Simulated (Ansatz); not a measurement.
NiO2:

```
CELL_PARAMETERS angstrom
1.40213 0.80952 6.97429
-1.40213 0.80952 6.97429
0.00000 -1.61904 6.97429
ATOMIC_POSITIONS crystal
Ni 0.00000 0.00000 0.00000
O 0.37879 0.37879 0.37879
O 0.62121 0.62121 0.62121
```

The cell comes from a database or a generator and needn't be the stable form of this composition.

Base run:

```yaml
Program: Ansatz 0.2.0
Functional: PBEsol
Potentials_or_basis: Ansatz PAW
Cutoff: 420 eV
Density_cutoff: 1680 eV
k_mesh: 11 × 11 × 11
Occupations: fermi-dirac, width 0.05 eV
Spin: collinear spin, ferromagnetic start
Starting_moments: "[1.0, 0.0, 0.0] μB"
```

Its results: band gap on the k mesh 1.25 eV, indirect (least direct gap 1.52 eV); pressure -3.8 GPa; net moment 0.00 μB per cell; largest force 0.502 eV/Å.

Question: The run is repeated on the same cell with these changes: functional from PBEsol to LDA. What comes out?

Answer: Band gap on the k mesh 1.19 eV, indirect (least direct gap 1.46 eV); pressure -7.9 GPa; net moment 0.00 μB per cell; largest force 0.975 eV/Å.

LDA binds more tightly than PBEsol, so the same cell stands under less pressure.

Caveats: the PAW data sets come from PBE, with cores solved anew for the run's functional, which leaves a small shift of forces and pressure.

Not every run made on this cell is shown here.
